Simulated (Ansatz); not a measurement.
All numbers below come from DFT, revPBE, plane waves (420 eV) with PAW, scalar-relativistic in Ansatz 0.2.0. (PAW data from PBE, frozen cores regenerated.)

An element in the simple cubic structure gives this curve. The cell is scaled uniformly from the relaxed one, with fractional coordinates and shape fixed. Energies are extrapolated to zero smearing, pressures are those at the given smearing. Magnetic state: spin not included.

| V (Å³/atom) | E − E₀ (meV/atom) | P (GPa) |
| --- | --- | --- |
| 18.262 | 82.4 | 12.45 |
| 19.092 | 32.1 | 7.20 |
| 19.922 | 6.4 | 3.00 |
| 20.752 | 0.2 | -0.34 |
| 21.582 | 9.5 | -3.01 |
| 22.412 | 31.2 | -5.14 |
| 23.243 | 62.8 | -6.86 |

Which element is it?
A. silver
B. arsenic
C. platinum
D. selenium

B. Its fit is V₀ = 20.64 Å³/atom, B₀ = 77 GPa, B₀′ = 4.6.
